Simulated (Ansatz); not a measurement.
Reactions of C2H9FSi2 (`CC(F)([SiH3])[SiH3]`).

Computed with Ansatz on PBE0-D4/def2-TZVP structures; ΔE is electronic, products minus reactants. CBS: MP2 limit from def2 TZ/QZ plus the TZ coupled-cluster correction, frozen cores. This one scheme is used for every species. DFT in def2-TZVPP. Elements past krypton have def2 core potentials. For Sb outer-core shells are correlated without core-valence functions, which leaves a few kJ/mol of doubt a bond. One conformer a species, not always the lowest.

| reaction | PBE-D4 (eV) | MP2/CBS(def2) (eV) | ωB97X-V (eV) |
| --- | --- | --- | --- |
| `CC(F)([SiH3])[SiH3]` + `NC(N)=O` → `NC(=O)N[SiH3]` + `CC(F)[SiH3]` | -0.61 | -0.75 | -0.71 |
| `CC(F)([SiH3])[SiH3]` + `CO[SiH](O)F` → `CO[SiH](F)O[SiH3]` + `CC(F)[SiH3]` | -1.07 | -1.26 | -1.24 |
| `CC(F)([SiH3])[SiH3]` + BH₃ → `BC(F)([SiH3])[SiH3]` + CH₄ | -1.01 | -0.88 | -0.85 |
| `CC(F)([SiH3])[SiH3]` + `OBS` → `[SiH3]OBS` + `CC(F)[SiH3]` | -0.87 | -1.06 | -1.02 |
| `CC(F)([SiH3])[SiH3]` + `O[Si](O)(O)F` → `O[Si](O)(F)O[SiH3]` + `CC(F)[SiH3]` | -1.07 | -1.27 | -1.25 |
| `CC(F)([SiH3])[SiH3]` + `COB(O)O` → `COB(O)O[SiH3]` + `CC(F)[SiH3]` | -0.81 | -0.97 | -0.96 |
| `CC(F)([SiH3])[SiH3]` + `S[CH2][SbH2]` → `[SiH3][CH](S)[SbH2]` + `CC(F)[SiH3]` | -0.18 | -0.28 | -0.18 |

**Question.** Give the CCSD(T)/CBS values in the same order. (Best estimate.)

**Answer.** Computed: -0.73, -1.25, -0.86, -1.04, -1.26, -0.96, -0.23 eV.

Largest T1 diagnostic: 0.014, for `NC(=O)N[SiH3]`.
